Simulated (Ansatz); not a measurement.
## Ligand exchange: C4H8 + C2H10GeSi → C3H8Si + C3H10Ge

Gas-phase species: C4H8 (1-butene) `C=CCC`, singlet; C2H10GeSi `C[CH2][GeH2][SiH3]`, singlet; C3H8Si (prop-2-enylsilane) `C=CC[SiH3]`, singlet; C3H10Ge `C[CH2][GeH2][CH3]`, singlet. The partners trade CH3 for SiH3: C–CH3 and Ge–SiH3 bonds give way to C–SiH3 and Ge–CH3.

Shapes, held fixed at every level: PBE0-D4/def2-TZVP. Flexible molecules stand in one conformer, not always the lowest. Programs: Ansatz 0.2.0. Electronic energies: no zero-point or thermal term.

```json
{"level": "r2SCAN-D4/def2-TZVPP", "kind": "meta-GGA", "ΔE (kJ/mol)": "+0.5", "less CCSD(T)/def2-TZVPP": "+4.5"}
{"level": "B3LYP-D4/def2-TZVPP", "kind": "global hybrid", "ΔE (kJ/mol)": "+1.0", "less CCSD(T)/def2-TZVPP": "+5.0"}
{"level": "PBE0-D4/def2-TZVPP", "kind": "global hybrid", "ΔE (kJ/mol)": "+4.7", "less CCSD(T)/def2-TZVPP": "+8.7"}
{"level": "wB97X-V/def2-TZVPP", "kind": "range-separated hybrid", "ΔE (kJ/mol)": "-1.4", "less CCSD(T)/def2-TZVPP": "+2.6"}
{"level": "B2PLYP/def2-TZVPP", "kind": "double hybrid", "ΔE (kJ/mol)": "-1.6", "less CCSD(T)/def2-TZVPP": "+2.4"}
{"level": "MP2/def2-TZVPP", "kind": "perturbation theory", "ΔE (kJ/mol)": "-9.4", "less CCSD(T)/def2-TZVPP": "-5.4"}
{"level": "CCSD/def2-TZVPP", "kind": "coupled cluster or CI", "ΔE (kJ/mol)": "-3.5", "less CCSD(T)/def2-TZVPP": "+0.5"}
{"level": "CCSD(T)/def2-TZVPP", "kind": "coupled cluster or CI", "ΔE (kJ/mol)": "-4.0", "less CCSD(T)/def2-TZVPP": "0.0"}
```

The highest level, CCSD(T)/def2-TZVPP, gives ΔE = -4.0 kJ/mol; the levels span -9.4 to +4.7. That is about zero within the method's error. They disagree on the sign: 3 of 8 are positive. The column of differences is taken from that level and isn't an error. No measured value is set beside it here. Relativity is left out for Ge. Outer-core shells of Ge are correlated, in sets that cover them unevenly.
